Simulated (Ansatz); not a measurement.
# Al2Pt: the cost of one run

Program: Ansatz 0.2.0. Level of theory: DFT PBE, scalar-relativistic, plane waves, PAW. These are calculated values, not measurements.

### 1 The system as given

It takes space group Fm-3m (No. 225, cubic). The conventional cell has a = 5.910 Å, b = 5.910 Å, c = 5.910 Å, α = 90.00°, β = 90.00°, γ = 90.00°. Al (site symmetry -43m) is surrounded by 4 Pt at 2.56 Å. Around Pt (site symmetry m-3m) lie 8 Al at 2.56 Å.

Structure file:

```cif
data_structure
_symmetry_space_group_name_H-M 'Fm-3m'
_symmetry_Int_Tables_number 225
_cell_length_a 5.9100
_cell_length_b 5.9100
_cell_length_c 5.9100
_cell_angle_alpha 90.000
_cell_angle_beta 90.000
_cell_angle_gamma 90.000
_cell_volume 206.43
loop_
_atom_site_label
_atom_site_type_symbol
_atom_site_symmetry_multiplicity
_atom_site_Wyckoff_symbol
_atom_site_fract_x
_atom_site_fract_y
_atom_site_fract_z
_atom_site_occupancy
Al1 Al 8 c 0.25000 0.75000 0.75000 1
Pt1 Pt 4 a 0.00000 0.00000 0.00000 1
```

Source of the structure: the Crystallography Open Database.

(A quick probe on a coarse mesh, which set the mesh and smearing, is not shown.)

### 3 Relaxing cell and atoms

Input file input.yaml:

```yaml
crystal:
  lattice:
    - [0.0, 2.955, 2.955]
    - [2.955, 0.0, 2.955]
    - [2.955, 2.955, 0.0]
  atoms:
    - { symbol: Al, position: [0.25, 0.25, 0.25] }
    - { symbol: Al, position: [0.75, 0.75, 0.75] }
    - { symbol: Pt, position: [0.0, 0.0, 0.0] }
basis:
  ecutwfc: 420
kpoints:
  mp_grid: { grid: [12, 12, 12] }
hamiltonian:
  xc: pbe
scf:
  occupations: { method: gaussian, width: 0.1 }
output:
  forces: true
  stress: true
  eigenvalues: true
  write_density: true
  write_potential: true
  elf: true
  volumetric_format: npy
relax:
  adjacent_minimum: "off"
  f_tol: 0.005
  max_steps: 80
  cell: { stress_tol: 0.05 }
```

Command:

```
> ansatz run input.yaml --threads 4 --pin off --max-ram 2560MiB --backend cpu --events-out ev --progress --plain --runs-dir out
```

**Question.** How long does this run take on 4 threads of Intel Xeon at 2.30GHz, shared host, and how much memory does it need?

About 3.5 s, with a peak of 0.47 GiB.
